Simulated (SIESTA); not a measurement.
**AgCl (Chlorargyrite) under changes of volume**

One of the cells (20.868 Å³/atom); the others are scaled copies at fixed shape and fractional positions:

```
Ag Cl
1.0
     0.00000    2.75311    2.75311
     2.75311    0.00000    2.75311
     2.75311    2.75311    0.00000
Ag Cl
1 1
Direct
  0.00000 0.00000 0.00000
  0.50000 0.50000 0.50000
```

```yaml
Program: SIESTA 5.4.2
Functional: PBE
Potentials_or_basis: PseudoDojo 0.4 standard (PBE files)
Basis: DZP (energy shift 0.002 Ry)
Grid_cutoff: 800 Ry
Energy_shift: 0.002 Ry
k_mesh: 8 × 8 × 8
Occupations: fermi-dirac, width 0.05 eV
Spin: no spin polarisation
```

| volume (Å³/atom) | energy over the lowest point (meV/atom) | pressure (GPa) | gap on the mesh (eV) |
| --- | --- | --- | --- |
| 19.231 | 75.57 | 9.4 | 1.13 |
| 19.640 | 53.89 | 7.6 | 1.13 |
| 20.049 | ? | ? | ? |
| 20.868 | 12.33 | 3.5 | 1.13 |
| 21.277 | 4.82 | 2.4 | 1.13 |
| 21.686 | 0.00 | 1.4 | 1.14 |

Task: What does the run at 20.049 Å³/atom give?

Result: Energy over the lowest point 36.41 meV/atom; pressure 6.1 GPa; gap on the mesh 1.12 eV.

Worked out: A Birch-Murnaghan fit of order 3 (a polynomial in V^(-2/3)) to the other rows has no minimum within the range. It gives 36.45 meV/atom at 20.049 Å³/atom, against the run's 36.41, and -dE/dV = 6.1 GPa, against 6.1. A straight line through the other rows of the gap, of slope 0.0513 eV per unit of ln V, gives 1.13 eV, against the run's 1.12.

Energies are extrapolated to zero smearing.

Caveats: semicore shells carry a single zeta, which can move pressures by several GPa and volumes by a few percent; the basis of atomic orbitals isn't converged, which shifts pressures, moduli and gaps.

A mesh can miss the band edges. Spin-orbit coupling on Ag is left out.
